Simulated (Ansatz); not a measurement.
# Optical constants of AlP

The calculation used DFT PBEsol, scalar-relativistic, plane waves, PAW in Ansatz 0.2.0. Cutoff 420 eV, 8×8×8 k-points (Γ-centred), Gaussian smearing of 0.01 eV. No spin polarisation.

Relaxed structure:
```
Al P
1.0
     0.00000    2.73517    2.73517
     2.73517    0.00000    2.73517
     2.73517    2.73517    0.00000
Al P
1 1
Direct
  0.00000 0.00000 0.00000
  0.75000 0.75000 0.75000
```

Independent-particle response (no local fields, no excitons) on a 14×14×14 mesh, broadened by 0.1 eV. Light polarised along z. The bands above those solved add 0.01 to ε₁ at zero frequency; that share is added as a constant.

Problem. Tabulate ε₁ and ε₂ against photon energy.

Solution.
| E (eV) | ε₁ | ε₂ |
| --- | --- | --- |
| 0.3 | 9.06 | 0.00 |
| 0.7 | 9.20 | 0.00 |
| 1.1 | 9.49 | 0.00 |
| 1.5 | 9.94 | 0.00 |
| 1.9 | 10.62 | 0.00 |
| 2.3 | 11.65 | 0.00 |
| 2.7 | 13.33 | 0.00 |
| 3.1 | 16.56 | 0.05 |
| 3.5 | 25.41 | 3.62 |
| 3.9 | 24.98 | 17.34 |
| 4.3 | 18.11 | 34.92 |
| 4.7 | -9.33 | 22.49 |
| 5.1 | -4.02 | 12.89 |
| 5.5 | -6.37 | 17.82 |
| 5.9 | -7.51 | 9.88 |
| 6.3 | -6.51 | 7.68 |
| 6.7 | -5.78 | 5.77 |
| 7.1 | -5.12 | 4.59 |
| 7.5 | -4.38 | 3.67 |
| 7.9 | -4.08 | 3.10 |
| 8.3 | -3.55 | 2.46 |
| 8.7 | -3.08 | 2.29 |
| 9.1 | -2.96 | 1.72 |
| 9.5 | -2.52 | 1.43 |
| 9.9 | -2.23 | 1.24 |
| 10.3 | -2.03 | 1.04 |
| 10.7 | -1.81 | 0.81 |

Problem. Where is the highest local maximum of ε₂ between 0.3 and 11 eV?

Solution. At 4.4 eV, where ε₂ = 40.4.

Problem. How do the static value and the gaps compare?

Solution. ε₁(0) = 9.02; on the self-consistent k mesh the Kohn–Sham gap is 1.45 eV and the least direct gap 3.15 eV.

Cost: 1 run of about 0.69 core-minutes, on AMD EPYC (Zen 3) (shared hosts).